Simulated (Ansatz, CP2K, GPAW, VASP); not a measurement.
# Be: 5 runs at one level of theory

```
Be
1.0
     2.28530    0.00000    0.00000
    -1.14265    1.97913    0.00000
     0.00000    0.00000    3.58420
Be
2
Direct
  0.66667 0.33333 0.75000
  0.33333 0.66667 0.25000
```

Alike in all runs: task single point; functional LDA; k mesh 13 × 13 × 8; occupations gaussian, width 0.05 eV; no spin polarisation; no spin-orbit coupling. LDA stands for any of its common fits. Pressure is positive in compression and, in plane waves, holds the error of the finite cutoff, which Ansatz's Pulay term estimates and takes out.

```json
{"program and potentials": "Ansatz, Ansatz PAW", "plane-wave cutoff (eV)": "420", "notes": "potentials made for PBE, which Ansatz adapts in part; 2 valence electrons an atom on average; Pulay term of +0.02 GPa included", "pressure (GPa)": "-8.22"}
{"program and potentials": "CP2K, GTH_POTENTIALS Be GTH-PADE-q4; TZVP-MOLOPT-PBE-GTH basis", "plane-wave cutoff (eV)": "-", "notes": "atomic basis; 4 valence electrons an atom on average", "pressure (GPa)": "-7.64"}
{"program and potentials": "VASP, LDA PAW files Be_sv, 520 eV", "plane-wave cutoff (eV)": "520", "notes": "4 valence electrons an atom on average", "pressure (GPa)": "-7.78"}
{"program and potentials": "Ansatz, all-electron LAPW, scalar-relativistic", "plane-wave cutoff (eV)": "-", "notes": "-", "pressure (GPa)": "-8.29"}
{"program and potentials": "GPAW, the program's PAW data sets (release 1.2.1) made for this functional", "plane-wave cutoff (eV)": "800", "notes": "2 valence electrons an atom on average", "pressure (GPa)": "-7.02"}
```

The pressure spans -8.29 (Ansatz, all-electron LAPW, scalar-relativistic) to -7.02 GPa (GPAW, the program's PAW data sets (release 1.2.1) made for this functional), with all-electron results at -8.29. Rows in atomic bases carry the error of their basis and grid, which can be large.

Differences between rows come from potentials, basis sets and numerical settings, since the functional is the same but for its coding. Runs on potential files found faulty are left out.
